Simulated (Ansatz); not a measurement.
# In: band structure with PBE

The system is In.

```
CELL_PARAMETERS angstrom
3.33548 0.00000 0.00000
-1.66774 2.88861 0.00000
0.00000 0.00000 5.50914
ATOMIC_POSITIONS crystal
In 0.66667 0.33333 0.75000
In 0.33333 0.66667 0.25000
```

This isn't the form of In at room conditions, which is tetragonal.

```
Program                             : Ansatz 0.2.0
Task                                : band structure
Functional                          : PBE
Potentials or basis                 : Ansatz PAW earlier set
Cutoff                              : 620 eV
Density cutoff                      : 2480 eV
k mesh                              : 9 × 9 × 5
Occupations                         : fermi-dirac, width 0.05 eV
Spin                                : no spin polarisation
Path                                : [["G", "M", "K", "G", "A", "L", "H", "A"], ["L", "M"], ["K", "H"]]
Points for each segment of the path : 14
```

```
Pressure               : 1.5 GPa
Band gap on the k mesh : none (metal or under the smearing width)
```

Stress tensor (GPa, compression positive):
```
1.62 0.00 0.00
0.00 1.62 0.00
0.00 0.00 1.28
```

Levels at the corners of the path, in eV from the Fermi level:
```tsv
point	band 17	band 18	band 19	band 20	band 21	band 22	band 23	band 24	band 25	band 26
Γ	-14.39	-14.39	-9.51	-4.50	-3.41	8.33	8.33	10.13	10.13	10.23
M	-14.37	-14.35	-4.87	-4.16	0.04	0.27	0.86	2.85	4.05	7.47
K	-14.41	-14.40	-3.37	-3.37	-1.83	1.82	1.82	2.20	2.61	2.61
Γ	-14.39	-14.39	-9.51	-4.50	-3.41	8.33	8.33	10.13	10.13	10.23
A	-14.45	-14.45	-8.16	-8.16	2.85	2.85	9.33	9.33	9.33	9.33
L	-14.36	-14.36	-3.61	-3.61	-2.68	-2.68	5.55	5.55	6.02	6.02
H	-14.38	-14.38	-2.47	-2.47	-1.37	-1.37	-0.44	-0.44	7.29	7.29
A	-14.45	-14.45	-8.16	-8.16	2.85	2.85	9.33	9.33	9.33	9.33
L	-14.36	-14.36	-3.61	-3.61	-2.68	-2.68	5.55	5.55	6.02	6.02
M	-14.37	-14.35	-4.87	-4.16	0.04	0.27	0.86	2.85	4.05	7.47
K	-14.41	-14.40	-3.37	-3.37	-1.83	1.82	1.82	2.20	2.61	2.61
H	-14.38	-14.38	-2.47	-2.47	-1.37	-1.37	-0.44	-0.44	7.29	7.29
```

Run time: 5.4 s on 2 threads of Arm Neoverse V2 (shared host), peak memory 0.44 GiB.

Caveat: spin-orbit coupling is left out, which moves the levels of the heavy elements.
